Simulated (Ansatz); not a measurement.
## Na: where the heat goes in a short trajectory

Theory: DFT PBE, scalar-relativistic, plane waves, PAW in Ansatz. Cutoff 420 eV, shifted (0.5, 0.5, 0.5 steps) 2×2×2 k-points, Fermi–Dirac smearing of 0.05 eV. The mesh is coarse. No spin polarisation.

16 atoms start on the lattice sites below (V = 601.8 Å³, 1.00 times the source cell's; static pressure -0.02 GPa, largest force component 0.00 eV/Å) with velocities drawn for 200 K; Langevin thermostat aiming at the same temperature, fixed cell, 39 steps of 6 fs.

```xyz
16
Lattice="-7.5532 0.0000 5.2746 7.5532 0.0000 5.2746 0.0000 7.5532 -5.2746" Properties=species:S:1:pos:R:3 pbc="T T T"
Na    0.0000    0.0000    0.0000
Na   -5.6649    1.8883    2.6373
Na   -3.7766    3.7766    0.0000
Na   -1.8883    5.6649   -2.6373
Na   -3.7766    0.0000    5.2746
Na   -1.8883    1.8883    2.6373
Na    0.0000    3.7766    0.0000
Na    1.8883    5.6649   -2.6373
Na    0.0000    0.0000    5.2746
Na    1.8883    1.8883    2.6373
Na    3.7766    3.7766    0.0000
Na    3.7766    0.0000    5.2746
Na    5.6649    1.8883    2.6373
Na   -1.8883    5.6649    2.6373
Na    0.0000    3.7766    5.2746
Na    1.8883    5.6649    2.6373
```

| t (fs) | T (K) | kinetic energy (meV/atom) | potential energy over the first frame (meV/atom) | P with the kinetic part (GPa) |
| --- | --- | --- | --- | --- |
| 0.0 | 188 | 24.2 | 0.0 | 0.05 |
| 12.0 | 128 | 16.5 | 0.6 | 0.04 |
| 24.0 | 168 | 21.7 | 2.2 | 0.06 |
| 36.0 | 140 | 18.2 | 4.9 | 0.08 |
| 48.0 | 122 | 15.7 | 7.4 | 0.09 |
| 60.0 | 143 | 18.5 | 9.3 | 0.12 |
| 72.0 | 156 | 20.1 | 10.2 | 0.12 |
| 84.0 | 189 | 24.4 | 10.7 | 0.14 |
| 96.0 | 192 | 24.8 | 11.5 | 0.14 |
| 108.0 | 126 | 16.3 | 13.6 | 0.13 |
| 120.0 | 152 | 19.7 | 15.4 | 0.15 |
| 132.0 | 182 | 23.5 | 17.0 | 0.18 |
| 144.0 | 192 | 24.8 | 19.5 | 0.20 |
| 156.0 | 138 | 17.8 | 23.1 | 0.21 |
| 168.0 | 94 | 12.1 | 25.8 | 0.21 |
| 180.0 | 140 | 18.1 | 25.7 | 0.23 |
| 192.0 | 166 | 21.4 | 24.8 | 0.22 |
| 204.0 | 204 | 26.4 | 23.8 | 0.23 |
| 216.0 | 241 | 31.2 | 24.1 | 0.24 |
| 228.0 | 203 | 26.2 | 26.0 | 0.24 |

T counts 3N degrees of freedom. Means over every step of the second half, not only the rows shown: T = 173 K, kinetic energy 22.4 meV/atom, potential energy 22.8 meV/atom, P = 0.21 GPa.

Question: Does the potential energy follow equipartition for harmonic vibrations?

Answer: In a harmonic crystal each vibration holds as much potential as kinetic energy on average; T is counted on all 3N degrees of freedom here, and the thermostat also drives the centre of mass, which has no potential energy, so the share is (N − 1)/N of the kinetic energy, 21.0 meV/atom. The run has 22.8, a ratio of 1.09. That is near one, as for a crystal vibrating about its sites. The time step adds a little: a Verlet scheme lowers a mode's mean kinetic energy against its potential energy by the factor 1 − (ωΔt)²/4. So short a run gives a rough mean. Electronic entropy is part of the potential energy at this smearing.

Question: Split the rise of pressure into the kinetic part and the rest. Can a thermal Grüneisen parameter be estimated?

Answer: The program counts the kinetic part as N k_B T/V = 0.06 GPa. The pressure lies 0.23 GPa over the static one in all, so the forces add 0.17 GPa. For a harmonic mode with ω ∝ V^(−γ) and an amplitude that scales with the cell, the forces add (2γ − 2/3)U/V, which needs no equipartition; when U equals the kinetic energy K, this and the kinetic part 2K/(3V) sum to the Mie–Grüneisen γE_th/V. With U = N × 22.8 meV, γ = 1/3 + V ΔP_forces/(2U) = 1.20, for harmonic vibrations a mean over the modes weighted by their potential energy, for uniform scaling of the cell (in a layered or otherwise anisotropic crystal this differs from γ under hydrostatic pressure). Most solids fall between 1 and 3, and tetrahedral, framework and layered ones often lower; anharmonic motion and pressure swings in a cell of 16 atoms make this value uncertain by tenths or more.